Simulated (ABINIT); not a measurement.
Runs of ABINIT 10.8.3 (patched build) on Rh. The structure is cubic, space group Fm-3m (No. 225). Conventional cell: a = 3.796 Å, b = 3.796 Å, c = 3.796 Å, α = 90.00°, β = 90.00°, γ = 90.00°. Around Rh (site symmetry m-3m) lie 12 Rh at 2.68 Å. 

| task | level | potentials or basis | spin | k mesh | cutoff (eV) | fine-grid cutoff | dispersion computed by | gap on the mesh (eV) | pressure (GPa) | V0 of scaled cells (Å³/atom) | B0 (GPa) |
| --- | --- | --- | --- | --- | --- | --- | --- | --- | --- | --- | --- |
| band structure | LDA | JTH PAW LDA v2.0 | off | 12 × 12 × 12 | 544 | 1088.46 eV | - | none | -9.9 | - | - |
| equation of state | RPBE | JTH PAW PBE v2.0 | off | 12 × 12 × 12 | 544 | 1088.46 eV | - | - | - | (b) | 251 |
| equation of state | RPBE+D4 | JTH PAW PBE v2.0 | off | 12 × 12 × 12 | 544 | 1088.46 eV | dftd4 4.3.1 | - | - | 13.39 | 296 |
| band structure | revPBE | JTH PAW PBE v2.0 | SOC, no magnetisation | 12 × 12 × 12 | 544 | 1088.46 eV | - | none | 10.8 | - | - |
| equation of state | PBEsol | JTH PAW PBE v2.0 | off | 12 × 12 × 12 | 707 | 1306.15 eV | - | - | - | (a) | 299 |
| single point | PBEsol | JTH PAW PBE v2.0 | off | 16 × 16 × 16 | 544 | 1088.46 eV | - | none | -3.0 | - | - |
| band structure | HCTH407 | JTH PAW PBE v2.0 | off | 12 × 12 × 12 | 544 | 1088.46 eV | - | none | 1.3 | - | - |
| equation of state | AM05 | JTH PAW PBE v2.0 | off | 12 × 12 × 12 | 544 | 1088.46 eV | - | - | - | 13.43 | 298 |

Alike in all rows: cell as given; smearing fermi-dirac 0.05 eV.

Question: Estimate the missing entries.

Answer: (a) 13.51; (b) 14.27.

Caveats: the PAW data sets were made with another functional, which shifts forces and pressure a little (some runs); pressures at fixed basis lie under the slope of the energies (some runs).

A k mesh can miss the band edges, and rows without SOC leave out spin-orbit coupling on Rh.

A gap of «none» marks a metal or a gap under the smearing width.

Runs at the PBE level aren't shown here.
